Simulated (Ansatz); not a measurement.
# Sr: energies, forces and stress near the listed structure

Aim: see how energy, forces, stress and gap of Sr answer to random distortions, further strains and shifts, swapped elements. Nothing is relaxed unless a step says so.

Computed with Ansatz 0.2.0 (DFT PBEsol, scalar-relativistic, plane waves, PAW, unless a step's input says otherwise).

## (1) Starting point

It takes space group I4/mcm (No. 140, tetragonal). The conventional cell has a = 8.317 Å, b = 8.317 Å, c = 7.154 Å, α = 90.00°, β = 90.00°, γ = 90.00°. Around Sr (site symmetry m2m) lie 7 Sr at 3.87 to 4.39 Å.

Structure file:

```
Sr
1.0
    -4.15850    4.15850    3.57681
     4.15850   -4.15850    3.57681
     4.15850    4.15850   -3.57681
Sr
4
Direct
  0.16455 0.66455 0.82910
  0.83545 0.33545 0.17090
  0.66455 0.83545 0.50000
  0.33545 0.16455 0.50000
```

The structure comes from the Materials Project (structure only).

## (2) A random distortion, cell strained

The change: strain xx, yy, zz, yz, xz, xy = -1.7, +2.8, +2.7, +0.2, +0.3, +2.3 %; atoms moved by 0.03 Å root mean square, at most 0.04 Å.

input.yaml reads:

```yaml
crystal:
  lattice:
    - [-3.9792113318, 4.1835790603, 3.6708640637]
    - [3.9978822595, -4.1707740946, 3.6776840117]
    - [4.1745778915, 4.3661406543, -3.6559766161]
  atoms:
    - { symbol: Sr, position: [0.1626421839, 0.6603312572, 0.8260907373] }
    - { symbol: Sr, position: [0.8416574139, 0.3385601469, 0.1759316242] }
    - { symbol: Sr, position: [0.664117588, 0.8345893072, 0.4973872821] }
    - { symbol: Sr, position: [0.331580214, 0.1665178908, 0.5005891541] }
basis:
  ecutwfc: 420
kpoints:
  mp_grid: { grid: [8, 8, 6] }
hamiltonian:
  xc: pbesol
scf:
  occupations: { method: gaussian, width: 0.1 }
output:
  forces: true
  stress: true
  eigenvalues: true
```

Command:

```
$ ansatz run input.yaml --threads 1 --pin off --max-ram 1331MiB --backend cpu --events-out ev --progress --plain --runs-dir out
```

## (3) A change within a subgroup

input.yaml reads:

```yaml
crystal:
  lattice:
    - [-4.3966208805, 4.2014342624, 3.8671256584]
    - [4.3966208805, -4.1729628861, 3.8340239595]
    - [4.3966208805, 4.1729628861, -3.8340239595]
  atoms:
    - { symbol: Sr, position: [0.1499098017, 0.6574209295, 0.8220990909] }
    - { symbol: Sr, position: [0.8080299546, 0.3311232194, 0.1472965164] }
    - { symbol: Sr, position: [0.6919700454, 0.8392665518, 0.5230932649] }
    - { symbol: Sr, position: [0.3500901983, 0.1721892993, 0.5075111278] }
basis:
  ecutwfc: 420
kpoints:
  mp_grid: { grid: [8, 8, 8] }
hamiltonian:
  xc: pbesol
scf:
  occupations: { method: gaussian, width: 0.1 }
output:
  forces: true
  stress: true
  eigenvalues: true
```

## (4) One element swapped, cell strained: Sr → Ba, first probe

input.yaml reads:

```yaml
crystal:
  lattice:
    - [-4.2525805074, 4.2525805074, 3.65772223]
    - [4.2525805074, -4.2525805074, 3.65772223]
    - [4.2525805074, 4.2525805074, -3.65772223]
  atoms:
    - { symbol: Ba, position: [0.16454952, 0.66454952, 0.82909903] }
    - { symbol: Ba, position: [0.83545048, 0.33545048, 0.17090097] }
    - { symbol: Ba, position: [0.66454952, 0.83545048, 0.5] }
    - { symbol: Ba, position: [0.33545048, 0.16454952, 0.5] }
basis:
  ecutwfc: 420
kpoints:
  mp_grid: { grid: [4, 4, 4] }
hamiltonian:
  xc: pbesol
scf:
  occupations: { method: gaussian, width: 0.1 }
output:
  forces: true
  stress: true
  eigenvalues: true
```

## (5) One element swapped, cell strained: Sr → Ba

Edit input.yaml of step 4 so:

```diff
@@ -13,3 +13,3 @@
 kpoints:
-  mp_grid: { grid: [4, 4, 4] }
+  mp_grid: { grid: [8, 8, 8] }
 hamiltonian:
```

## (6) One element swapped, cell strained: Sr → Mg, first probe

input.yaml reads:

```yaml
crystal:
  lattice:
    - [-3.3091554736, 3.3091554736, 2.9357402925]
    - [3.3091554736, -3.3091554736, 2.9357402925]
    - [3.3091554736, 3.3091554736, -2.9357402925]
  atoms:
    - { symbol: Mg, position: [0.1671001006, 0.6671001006, 0.8342001911] }
    - { symbol: Mg, position: [0.8328998994, 0.3328998994, 0.1657998089] }
    - { symbol: Mg, position: [0.6671001006, 0.8328998994, 0.5] }
    - { symbol: Mg, position: [0.3328998994, 0.1671001006, 0.5] }
basis:
  ecutwfc: 420
kpoints:
  mp_grid: { grid: [4, 4, 4] }
hamiltonian:
  xc: pbesol
scf:
  occupations: { method: gaussian, width: 0.1 }
output:
  forces: true
  stress: true
  eigenvalues: true
```

## (7) One element swapped, cell strained: Sr → Mg

Edit input.yaml of step 6 so:

```diff
@@ -13,3 +13,3 @@
 kpoints:
-  mp_grid: { grid: [4, 4, 4] }
+  mp_grid: { grid: [10, 10, 10] }
 hamiltonian:
```

What does the calculation give? Wanted: for each run, case; energy; pressure; largest force.

**Answer**, as computed:

| step | case | energy (meV/atom) | pressure (GPa) | largest force (eV/Å) | gap on the mesh (eV) |
| --- | --- | --- | --- | --- | --- |
| 2 | a random distortion, cell strained | +0.0 | -1.0 | 0.18 | 0.00 |
| 3 | a change within a subgroup | +63.9* | -1.6 | 0.20 | 0.00 |
| 5 | one element swapped, cell strained: Sr → Ba | n/a | -0.5 | 0.20 | 0.00 |
| 7 | one element swapped, cell strained: Sr → Mg | n/a | -5.2 | 0.01 | 0.00 |

Energies are counted from step 2, with the smearing taken to zero; a star marks another k mesh, which can shift energies by itself, so starred rows don't rank against the others. Other atoms or functionals have another zero of energy (n/a). A gap of 0.00 means none on the mesh at this level.

Among the distorted cells of the listed formula and level the largest force, 0.20 eV/Å, comes in step 3, shared by 2 atoms. The distorted cells of the listed formula and level show no gap on the mesh.
